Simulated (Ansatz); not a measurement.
# CdTe (F-43m) in Ansatz: further runs

Aim: see how the results for CdTe move with the level of theory and the settings. Levels: exchange-only PBE, PBE. Tasks: band structure, single point, equation of state.

All numbers are computed with Ansatz 0.2.0; they aren't measurements. Logs are shortened: lines on timing, memory, paths and dates and some standing lists are left out, and cuts for length are marked.

**What was measured.**

A printed reference work, data compilation reports, for a bulk crystal of CdTe at 0 K: band gap 1.607 eV.

How close the calculation comes is told below.

**1. Starting point**

The structure is cubic, space group F-43m (No. 216). Conventional cell: a = 6.410 Å, b = 6.410 Å, c = 6.410 Å, α = 90.00°, β = 90.00°, γ = 90.00°. Te (site symmetry -43m) is surrounded by 4 Cd at 2.78 Å. Cd (site symmetry -43m) is surrounded by 4 Te at 2.78 Å.

**2. Band structure, exchange-only PBE**

input.yaml

```yaml
crystal:
  lattice:
    - [0.0, 3.205, 3.205]
    - [3.205, 0.0, 3.205]
    - [3.205, 3.205, 0.0]
  atoms:
    - { symbol: Te, position: [0.75, 0.75, 0.75] }
    - { symbol: Cd, position: [0.0, 0.0, 0.0] }
hamiltonian:
  xc: { exchange: pbe, correlation: none }
  pseudopotentials: { kind: paw }
kpoints:
  mp_grid: { grid: [7, 7, 7] }
  band_path:
    path:
      - [[0.0, 0.0, 0.0], [0.5, 0.0, 0.5], [0.5, 0.25, 0.75], [0.375, 0.375, 0.75], [0.0, 0.0, 0.0], [0.5, 0.5, 0.5], [0.625, 0.25, 0.625], [0.5, 0.25, 0.75], [0.5, 0.5, 0.5], [0.375, 0.375, 0.75]]
      - [[0.625, 0.25, 0.625], [0.5, 0.0, 0.5]]
    npoints: 14
scf:
  occupations: { method: fermi_dirac, width: 0.05 }
  n_extra_bands: 6
output:
  forces: true
  stress: true
  eigenvalues: true
  fatbands: false
```

Potentials or basis: Ansatz PAW.

On the command line:

```console
> ansatz run input.yaml --threads 2 --pin off --max-ram 5120MiB --backend cpu --events-out ev --progress --plain --runs-dir out
```

What it wrote:

```text
Warning: RAYON_NUM_THREADS=2 ignored (pool sized by the plan → 2); use --threads N
scf.n_extra_bands = 6 over 18 filled bands (N_el = 36.0): the run solves 24 bands
Engine: ansatz 0.2.0, x86_64-unknown-linux-gnu
Pseudopotentials: kind: paw
Pseudopotential: Te, paw, valence charge 16, recommended cutoff 420 eV (normal), Te.paw.azcp
Pseudopotential: Cd, paw, valence charge 20, recommended cutoff 420 eV (normal), Cd.paw.azcp
Functional definition: unnamed
  exchange = pbe_x
  correlation = 0
Crystal: 2 atoms, lattice volume = 65.844 Å³
Basis set: ecut = 420 eV, 1243 PW (Γ), exchange–correlation on 64×64×64 points (8 copies of the dense FFT grid, shifted against one another)
Bands: 24, of which v1, the nominal top of the filled ones, is band 18 counted from 1 (17 counted from 0)
Symmetry: 24 space group operations
Space group: F-43m (ITA 216), of the structure as read, at distance tolerance 4.0e-5 Å
k-points: 20 of 343 (time reversal used)
Non-local potential: Te, projectors of the file, l = 0: 2, l = 1: 2, l = 2: 2, l = 3: 2
Non-local potential: Cd, projectors of the file, l = 0: 3, l = 1: 2, l = 2: 2, l = 3: 1
PAW form: soft (Blöchl's): semilocal exchange-correlation on the pseudo side does not see the compensation charge
PAW frozen core: Te, regenerated for the run's functional, and the local potential with it (the file was generated under x = pbe(κ = 0.804, μ = 0.2195149727645171), c = pbe(β = 0.06672455060314922))
PAW frozen core: Cd, regenerated for the run's functional, and the local potential with it (the file was generated under x = pbe(κ = 0.804, μ = 0.2195149727645171), c = pbe(β = 0.06672455060314922))
PAW one-centre angular grid: Te, 590 points (default); XC on 64 Gauss nodes
PAW one-centre angular grid: Cd, 590 points (default); XC on 64 Gauss nodes
Initial density: superposition of atomic densities (neutral atoms: chi_scale 0, normalization atom), corrected by the library's trained network
Initial wavefunctions: pseudopotential atomic-orbital guess
Functional: x = pbe(κ = 0.804, μ = 0.2195149727645171), c = none
SCF iter   1: F=—  HF=-15088.740223 eV  |F-HF|=—  |Δ(HF+E_count)|=         —  Δρ=7.59e-3  dr2=2.65e-2  ethr=1.77e-3  ⟨swp⟩=6.0  Hψ=2292  notcnv=0  defer=4
preconditioner: auto → none  [insulator: Δε(μ)=0.816 eV  Ē_g=12.811 eV  σ=0.050 eV  W_gap=1.00  n_scr=14 (ndim 8)  ℏωp=19.4 eV  f_vac=0.179  D(μ)=0.00/eV (n_scr^D=0)  ε∞_Penn≈3.3]
SCF iter   2: F=—  HF=-15088.729395 eV  |F-HF|=—  |Δ(HF+E_count)|=   1.08e-2  Δρ=1.89e-3  dr2=1.90e-3  ethr=7.36e-5  ⟨swp⟩=2.1  Hψ=1073  notcnv=0  defer=29
SCF iter   3: F=—  HF=-15088.728900 eV  |F-HF|=—  |Δ(HF+E_count)|=   4.95e-4  Δρ=7.14e-4  dr2=1.58e-4  ethr=5.28e-6  ⟨swp⟩=2.0  Hψ=773  notcnv=0  defer=29
SCF iter   4: F=—  HF=-15088.728930 eV  |F-HF|=—  |Δ(HF+E_count)|=   2.98e-5  Δρ=2.91e-4  dr2=2.35e-5  ethr=4.39e-7  ⟨swp⟩=2.0  Hψ=605  notcnv=0  defer=29
SCF iter   5: F=—  HF=-15088.728952 eV  |F-HF|=—  |Δ(HF+E_count)|=   2.22e-5  Δρ=3.41e-5  dr2=3.59e-7  ethr=6.54e-8  ⟨swp⟩=2.0  Hψ=631  notcnv=0  defer=29
SCF iter   6: F=-15088.728952 eV  HF=-15088.728952 eV  |F-HF|=5.85e-9  |Δ(HF+E_count)|=   5.22e-7  Δρ=3.60e-6  dr2=3.72e-9  ethr=2.78e-10  ⟨swp⟩=9.4  Hψ=2403  notcnv=0
SCF 1 converged in 6 iterations: F = -15088.728952 eV  dr2 = 3.72e-9
NSCF: frozen V_eff on 142 k-points
SCF converged after 6 iterations
Free energy (F): -15088.728952 eV
Harris-Foulkes:  -15088.728952 eV  (|F-HF|=5.85e-9)
Internal energy: -15088.728950 eV  (E = F + TS)
E sigma→0 (E₀):  -15088.728951 eV
Entropy (-TS):   -0.000003 eV (-0.001 meV/atom)
Fermi energy:    9.836304 eV
--- Per-component energies (eV) ---
  E_band       = -719.635959
  E_kinetic    = 687.828011
  E_local      = -5331.602753  (includes V_loc(G=0)·N_el)
  E_nonlocal   = -289.069910
  E_hartree    = 2698.760728
  E_xc         = -276.507468
  E_vxc        = -298.872060  (∫ρ·V_xc dr)
  E_paw        = -8623.628201  (= ΣΔE_a)
  E_vpaw       = -885.438250  (= ΣTr[D̂ρ^β])
  E_aug_tail   = -0.000223  (compensation charges beyond the density's cutoff)
  E_ewald      = -3954.745301
  E_core_change = 0.236168  (= ΣΔE_core)
  E_smearing   = -0.000003  (= −TS)
  E_closure    = 0.000000  (closes the sum)
  Σ components = -15088.728952   (vs F -15088.728952, Δ=0.00e0)
--- Forces (eV/Å), atoms counted from 1 ---
  atom   1  Te     0.00000000     0.00000000     0.00000000
  atom   2  Cd    -0.00000000     0.00000000     0.00000000
  max |Σ_I F_I| component: 1.23e-16 eV/Å
--- Stress (GPa, compression-positive) ---
       11.461136       0.000000      -0.000000
        0.000000      11.461136       0.000000
       -0.000000       0.000000      11.461136
  P = ⅓ Tr σ = 11.4611 GPa (114.611 kbar)
--- Band table (eV; the first three rows and the last of 20) ---
  k-point 0: bands = ["-92.6908", "-53.7579", "-53.7579", "-53.7579", "-26.4395", "-26.4395", "-26.4395", "-26.4292", "-26.4292", "-1.9920", "1.0492", "1.0492", "1.0492", "1.3354", "1.3354", "9.3897", "9.3897", "9.3897", "10.2210", "13.9923", "13.9923", "13.9923", "16.9905", "18.9766"]
  k-point 1: bands = ["-92.6908", "-53.7579", "-53.7579", "-53.7579", "-26.4395", "-26.4395", "-26.4395", "-26.4292", "-26.4292", "-1.9105", "1.0650", "1.0650", "1.1101", "1.3342", "1.3342", "7.9138", "9.2036", "9.2036", "11.1890", "14.0663", "14.2659", "14.2659", "17.8466", "18.0911"]
  k-point 2: bands = ["-92.6908", "-53.7580", "-53.7579", "-53.7579", "-26.4396", "-26.4393", "-26.4393", "-26.4291", "-26.4291", "-1.7258", "1.0969", "1.0969", "1.3225", "1.3361", "1.3361", "6.1747", "8.8463", "8.8463", "11.3871", "14.6077", "14.6077", "15.2465", "17.6495", "18.1089"]
  k-point 19: bands = ["-92.6908", "-53.7580", "-53.7580", "-53.7579", "-26.4396", "-26.4393", "-26.4388", "-26.4292", "-26.4288", "-1.4361", "1.1762", "1.1930", "1.3012", "1.3380", "1.9147", "5.0557", "6.7515", "7.4700", "13.1067", "14.2499", "15.3699", "16.2212", "18.3872", "19.7580"]
```

It took 6.3 s on 2 threads of Intel Xeon Platinum 8259CL at 2.50GHz (Skylake/Cascade Lake), shared host; peak memory 0.44 GiB.

What came out:

| Quantity | Value |
| --- | --- |
| Free energy | -15088.7290 eV |
| Pressure | 11.5 GPa |
| Band gap on the k mesh | 0.83 eV, direct |
| Band gap along the path | 0.83 eV, direct |

Levels at the corners of the path, in eV from the valence-band top:
```csv
point,band 14,band 15,band 16,band 17,band 18,band 19,band 20,band 21,band 22,band 23
Γ,-8.05,-8.05,0.00,0.00,0.00,0.83,4.60,4.60,4.60,7.60
X,-8.02,-7.54,-4.46,-1.97,-1.97,2.60,2.68,9.05,9.27,9.27
W,-8.06,-7.45,-4.35,-2.44,-2.32,4.31,4.74,5.62,6.39,9.84
K,-8.04,-7.49,-4.37,-2.68,-1.64,2.90,4.57,7.47,7.53,8.00
Γ,-8.05,-8.05,0.00,0.00,0.00,0.83,4.60,4.60,4.60,7.60
L,-8.04,-7.69,-4.60,-0.82,-0.82,1.84,5.21,5.21,7.17,8.82
U,-8.04,-7.49,-4.37,-2.68,-1.64,2.90,4.57,7.47,7.53,8.00
W,-8.06,-7.45,-4.35,-2.44,-2.32,4.31,4.74,5.62,6.39,9.84
L,-8.04,-7.69,-4.60,-0.82,-0.82,1.84,5.21,5.21,7.17,8.82
K,-8.04,-7.49,-4.37,-2.68,-1.64,2.90,4.57,7.47,7.53,8.00
U,-8.04,-7.49,-4.37,-2.68,-1.64,2.90,4.57,7.47,7.53,8.00
X,-8.02,-7.54,-4.46,-1.97,-1.97,2.60,2.68,9.05,9.27,9.27
```

Caveat: spin-orbit coupling is left out, which moves the levels of the heavy elements; the PAW data sets come from PBE, with cores solved anew for the run's functional, which leaves a small shift of forces and pressure.

**3. Band structure, PBE**

Edit input.yaml of step 2 so:

```diff
@@ -9,4 +9,4 @@
 hamiltonian:
-  xc: { exchange: pbe, correlation: none }
-  pseudopotentials: { kind: paw }
+  xc: pbe
+  pseudopotentials: { kind: paw, partial_waves: polarizable }
 kpoints:
```

Potentials or basis: Ansatz PAW polarizable.

On the command line:

```console
> ansatz run input.yaml --threads 2 --pin off --max-ram 5120MiB --backend cpu --events-out ev --progress --plain --runs-dir out
```

Run time: 6.1 s. Hardware: 2 threads of Intel Xeon Platinum 8259CL at 2.50GHz (Skylake/Cascade Lake), shared host; peak memory 0.49 GiB.

The run converged. Its results:

| Quantity | Value |
| --- | --- |
| Free energy | -15235.2573 eV |
| Pressure | 4.2 GPa |
| Band gap on the k mesh | 0.87 eV, direct |
| Band gap along the path | 0.87 eV, direct |

Levels at the corners of the path, in eV from the valence-band top:
```
point  band 15  band 16  band 17  band 18  band 19  band 20  band 21  band 22
    Γ    -8.11     0.00     0.00     0.00     0.87     4.60     4.60     4.60
    X    -7.58    -4.46    -1.98    -1.98     2.54     2.67     9.00     9.31
    W    -7.49    -4.34    -2.45    -2.33     4.37     4.68     5.61     6.30
    K    -7.53    -4.36    -2.70    -1.64     2.88     4.57     7.42     7.55
    Γ    -8.11     0.00     0.00     0.00     0.87     4.60     4.60     4.60
    L    -7.73    -4.61    -0.82    -0.82     1.86     5.20     5.20     7.08
    U    -7.53    -4.36    -2.70    -1.64     2.88     4.57     7.42     7.55
    W    -7.49    -4.34    -2.45    -2.33     4.37     4.68     5.61     6.30
    L    -7.73    -4.61    -0.82    -0.82     1.86     5.20     5.20     7.08
    K    -7.53    -4.36    -2.70    -1.64     2.88     4.57     7.42     7.55
    U    -7.53    -4.36    -2.70    -1.64     2.88     4.57     7.42     7.55
    X    -7.58    -4.46    -1.98    -1.98     2.54     2.67     9.00     9.31
```

Caveat: spin-orbit coupling is left out, which moves the levels of the heavy elements.

**4. Single point, PBE, 30.95 Å³/atom (volume scaled by 0.94)**

input.yaml

```yaml
crystal:
  lattice:
    - [0.0, 3.1395734784, 3.1395734784]
    - [3.1395734784, 0.0, 3.1395734784]
    - [3.1395734784, 3.1395734784, 0.0]
  atoms:
    - { symbol: Te, position: [0.75, 0.75, 0.75] }
    - { symbol: Cd, position: [0.0, 0.0, 0.0] }
hamiltonian:
  xc: pbe
  pseudopotentials: { kind: nc, accuracy: stringent }
kpoints:
  mp_grid: { grid: [7, 7, 7] }
scf:
  occupations: { method: fermi_dirac, width: 0.05 }
output:
  forces: true
  stress: true
  eigenvalues: true
```

Potentials or basis: PseudoDojo stringent (PBE files).

On the command line:

```console
> ansatz run input.yaml --threads 2 --pin off --max-ram 5120MiB --backend cpu --events-out ev --progress --plain --runs-dir out
```

Run time: 12 s. Hardware: 2 threads of Intel Xeon Platinum 8259CL at 2.50GHz (Skylake/Cascade Lake), shared host; peak memory 0.62 GiB.

The run converged. Its results:

```yaml
Free_energy: -12399.9943 eV
Pressure: 8.1 GPa
Band_gap_on_the_k_mesh: 1.06 eV, direct
```

Caveat: odd divisions of the mesh miss points on the zone boundary, where band edges often lie, so the gap on the mesh can be too wide; spin-orbit coupling is left out, which moves the levels of the heavy elements.

**5. Single point, PBE, 31.60 Å³/atom (volume scaled by 0.96)**

Edit input.yaml of step 4 so:

```diff
@@ -2,5 +2,5 @@
   lattice:
-    - [0.0, 3.1395734784, 3.1395734784]
-    - [3.1395734784, 0.0, 3.1395734784]
-    - [3.1395734784, 3.1395734784, 0.0]
+    - [0.0, 3.1616838793, 3.1616838793]
+    - [3.1616838793, 0.0, 3.1616838793]
+    - [3.1616838793, 3.1616838793, 0.0]
   atoms:
```

On the command line:

```console
> ansatz run input.yaml --threads 2 --pin off --max-ram 5120MiB --backend cpu --events-out ev --progress --plain --runs-dir out
```

Run time: 14 s. Hardware: 2 threads of Intel Xeon Platinum 8259CL at 2.50GHz (Skylake/Cascade Lake), shared host; peak memory 0.63 GiB.

The run converged. Its results:

* Free energy: -12400.0550 eV
* Pressure: 6.7 GPa
* Band gap on the k mesh: 1.00 eV, direct

Caveat: odd divisions of the mesh miss points on the zone boundary, where band edges often lie, so the gap on the mesh can be too wide; spin-orbit coupling is left out, which moves the levels of the heavy elements.

**6. Single point, PBE, 32.26 Å³/atom (volume scaled by 0.98)**

Edit input.yaml of step 5 so:

```diff
@@ -2,5 +2,5 @@
   lattice:
-    - [0.0, 3.1616838793, 3.1616838793]
-    - [3.1616838793, 0.0, 3.1616838793]
-    - [3.1616838793, 3.1616838793, 0.0]
+    - [0.0, 3.1834892848, 3.1834892848]
+    - [3.1834892848, 0.0, 3.1834892848]
+    - [3.1834892848, 3.1834892848, 0.0]
   atoms:
@@ -19 +19,5 @@
   eigenvalues: true
+  write_density: true
+  write_potential: true
+  elf: true
+  volumetric_format: npy
```

Potentials or basis: PseudoDojo stringent (PBE files).

On the command line:

```console
> ansatz run input.yaml --threads 2 --pin off --max-ram 5120MiB --backend cpu --events-out ev --progress --plain --runs-dir out
```

Run time: 18 s. Hardware: 2 threads of Intel Xeon Platinum 8259CL at 2.50GHz (Skylake/Cascade Lake), shared host; peak memory 0.67 GiB.

The run converged. Its results:

- Free energy: -12400.1047 eV
- Pressure: 5.4 GPa
- Band gap on the k mesh: 0.93 eV, direct

Caveat: odd divisions of the mesh miss points on the zone boundary, where band edges often lie, so the gap on the mesh can be too wide; spin-orbit coupling is left out, which moves the levels of the heavy elements.

**7. Single point, PBE, 32.92 Å³/atom**

Edit input.yaml of step 6 so:

```diff
@@ -2,5 +2,5 @@
   lattice:
-    - [0.0, 3.1834892848, 3.1834892848]
-    - [3.1834892848, 0.0, 3.1834892848]
-    - [3.1834892848, 3.1834892848, 0.0]
+    - [0.0, 3.205, 3.205]
+    - [3.205, 0.0, 3.205]
+    - [3.205, 3.205, 0.0]
   atoms:
```

On the command line:

```console
> ansatz run input.yaml --threads 2 --pin off --max-ram 5120MiB --backend cpu --events-out ev --progress --plain --runs-dir out
```

It took 19 s on 2 threads of Intel Xeon Platinum 8259CL at 2.50GHz (Skylake/Cascade Lake), shared host; peak memory 0.66 GiB.

It converged, with:

* Free energy: -12400.1443 eV
* Pressure: 4.3 GPa
* Band gap on the k mesh: 0.87 eV, direct

Caveat: odd divisions of the mesh miss points on the zone boundary, where band edges often lie, so the gap on the mesh can be too wide; spin-orbit coupling is left out, which moves the levels of the heavy elements.

**8. Single point, PBE, 33.58 Å³/atom (volume scaled by 1.02)**

Edit input.yaml of step 7 so:

```diff
@@ -2,5 +2,5 @@
   lattice:
-    - [0.0, 3.205, 3.205]
-    - [3.205, 0.0, 3.205]
-    - [3.205, 3.205, 0.0]
+    - [0.0, 3.2262257841, 3.2262257841]
+    - [3.2262257841, 0.0, 3.2262257841]
+    - [3.2262257841, 3.2262257841, 0.0]
   atoms:
@@ -19,5 +19 @@
   eigenvalues: true
-  write_density: true
-  write_potential: true
-  elf: true
-  volumetric_format: npy
```

On the command line:

```console
> ansatz run input.yaml --threads 2 --pin off --max-ram 5120MiB --backend cpu --events-out ev --progress --plain --runs-dir out
```

It took 13 s on 2 threads of Intel Xeon Platinum 8259CL at 2.50GHz (Skylake/Cascade Lake), shared host; peak memory 0.68 GiB.

The run converged. Its results:

| Item | Value |
| --- | --- |
| Free energy | -12400.1750 eV |
| Pressure | 3.2 GPa |
| Band gap on the k mesh | 0.81 eV, direct |

Caveat: odd divisions of the mesh miss points on the zone boundary, where band edges often lie, so the gap on the mesh can be too wide; spin-orbit coupling is left out, which moves the levels of the heavy elements.

**9. Single point, PBE, 34.24 Å³/atom (volume scaled by 1.04)**

Edit input.yaml of step 8 so:

```diff
@@ -2,5 +2,5 @@
   lattice:
-    - [0.0, 3.2262257841, 3.2262257841]
-    - [3.2262257841, 0.0, 3.2262257841]
-    - [3.2262257841, 3.2262257841, 0.0]
+    - [0.0, 3.2471758892, 3.2471758892]
+    - [3.2471758892, 0.0, 3.2471758892]
+    - [3.2471758892, 3.2471758892, 0.0]
   atoms:
```

Potentials or basis: PseudoDojo stringent (PBE files).

On the command line:

```console
> ansatz run input.yaml --threads 2 --pin off --max-ram 5120MiB --backend cpu --events-out ev --progress --plain --runs-dir out
```

It took 14 s on 2 threads of Intel Xeon Platinum 8259CL at 2.50GHz (Skylake/Cascade Lake), shared host; peak memory 0.67 GiB.

Results (log left out):

```yaml
Free_energy: -12400.1977 eV
Pressure: 2.3 GPa
Band_gap_on_the_k_mesh: 0.75 eV, direct
```

Caveat: odd divisions of the mesh miss points on the zone boundary, where band edges often lie, so the gap on the mesh can be too wide; spin-orbit coupling is left out, which moves the levels of the heavy elements.

**10. Single point, PBE, 34.90 Å³/atom (volume scaled by 1.06)**

Edit input.yaml of step 9 so:

```diff
@@ -2,5 +2,5 @@
   lattice:
-    - [0.0, 3.2471758892, 3.2471758892]
-    - [3.2471758892, 0.0, 3.2471758892]
-    - [3.2471758892, 3.2471758892, 0.0]
+    - [0.0, 3.2678590959, 3.2678590959]
+    - [3.2678590959, 0.0, 3.2678590959]
+    - [3.2678590959, 3.2678590959, 0.0]
   atoms:
```

On the command line:

```console
> ansatz run input.yaml --threads 2 --pin off --max-ram 5120MiB --backend cpu --events-out ev --progress --plain --runs-dir out
```

It took 14 s on 2 threads of Intel Xeon Platinum 8259CL at 2.50GHz (Skylake/Cascade Lake), shared host; peak memory 0.69 GiB.

It converged, with:

| Property | Result |
| --- | --- |
| Free energy | -12400.2132 eV |
| Pressure | 1.5 GPa |
| Band gap on the k mesh | 0.69 eV, direct |

Caveat: odd divisions of the mesh miss points on the zone boundary, where band edges often lie, so the gap on the mesh can be too wide; spin-orbit coupling is left out, which moves the levels of the heavy elements.

**11. Equation of state, PBE**

Potentials or basis: PseudoDojo stringent.

This step only gathers the single runs of the series.

What came out:

```yaml
Equilibrium_volume: "36.26 Å³/atom (rough: see the caveat)"
Bulk_modulus: 35 GPa (rough)
```

Energy against volume, from the lowest point:
```
volume (Å³/atom)  energy (meV/atom)
          30.947             109.42
          31.605              79.07
          32.263              54.26
          32.922              34.43
          33.580              19.06
          34.239               7.72
          34.897               0.00
```

Caveat: the minimum lies outside the volumes run. Spin-orbit coupling is left out, which matters for the levels of Te.

**12. Overview**

| task | level | potentials or basis | cutoff (eV) | points for each segment of the path | gap on the mesh (eV) | pressure (GPa) |
| --- | --- | --- | --- | --- | --- | --- |
| band structure | exchange-only PBE | Ansatz PAW | 420 | 14 | 0.83 | 11.5 |
| band structure | PBE | Ansatz PAW polarizable | 420 | 14 | 0.87 | 4.2 |
| equation of state | PBE | PseudoDojo stringent | 1633 | - | - | - |

Alike in all rows: no spin polarisation; cell as given; k mesh 7 × 7 × 7; smearing fermi-dirac 0.05 eV.

Caveats: spin-orbit coupling is left out, which moves the levels of the heavy elements (some runs); the PAW data sets come from PBE, with cores solved anew for the run's functional, which leaves a small shift of forces and pressure (some runs); the minimum lies outside the volumes run (some runs).

Absolute energies hang on the potentials; compare differences alone.

**13. Against experiment**

Step 2. A measured gap of CdTe is 1.607 eV (0 K; a printed reference work, data compilation); the calculated 0.83 eV misses it by -0.78 eV. Spin-orbit coupling on Cd, Te is left out. The value is that of exchange-only PBE, without temperature or zero-point motion.

Step 3. Against the measured gap of CdTe, 1.607 eV (0 K; a printed reference work, data compilation), the calculated 0.87 eV is off by -0.73 eV. Spin-orbit coupling on Cd, Te is left out. The value is that of PBE, without temperature or zero-point motion. Semilocal functionals fall short of measured gaps as a rule.
